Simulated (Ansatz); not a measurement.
Set up this calculation in Ansatz 0.2.0, as the native input.

```yaml
Task: single point
Functional: PBEsol
Dispersion: D3(BJ)+ATM
Potentials_or_basis: all-electron LAPW, non-relativistic
Cutoff: 286 eV (chosen from the basis error)
Basis_error_allowed: 0.001 eV/atom
k_mesh: 13 × 13 × 13
Occupations: tetrahedron
Spin: collinear spin, random start
Starting_moments: "[0.89] μB"
```

The system is Ni.

```xyz
1
Lattice="0.0000 1.8204 1.8204 1.8204 0.0000 1.8204 1.8204 1.8204 0.0000" Properties=species:S:1:pos:R:3 pbc="T T T"
Ni    0.0000    0.0000    0.0000
```

The cell isn't the ideal one: volume scaled by 1.15.

One way to write it, as run:

input.yaml

```yaml
crystal:
  lattice:
    - [0.0, 1.8204370098, 1.8204370098]
    - [1.8204370098, 0.0, 1.8204370098]
    - [1.8204370098, 1.8204370098, 0.0]
  atoms:
    - { symbol: Ni, position: [0.0, 0.0, 0.0], spin: 0.89 }
kpoints:
  mp_grid: { grid: [13, 13, 13] }
scf:
  occupations: { method: tetrahedron }
hamiltonian:
  xc: pbesol
  dispersion: d3bjatm
  pseudopotentials:
    kind: all_electron
    lapw: { basis_error: 0.001 }
    relativity: none
magnetization:
  spin_polarized: true
output:
  forces: true
  stress: true
  eigenvalues: true
```

Potentials or basis: all-electron LAPW, non-relativistic.

Run with:

```sh
$ ansatz run input.yaml --threads 2 --pin off --max-ram 6144MiB --backend cpu --events-out ev --progress --plain --runs-dir out
```

It gave:

* Pressure: -22.9 GPa
* Band gap on the k mesh: none (metal or under the smearing width)
* Net moment: 0.61 μB per cell
* Absolute moment: 0.72 μB per cell
* Site moments: Ni +0.64 μB

Caveat: pairwise dispersion overbinds metals, which lowers pressure and volume; with tetrahedron occupations forces and stress needn't match the slope of the energy.

It took 7.1 s on 2 threads of Intel(R) Xeon(R) 6975P-C (Granite Rapids), with other jobs on the host, peak memory 0.35 GiB.
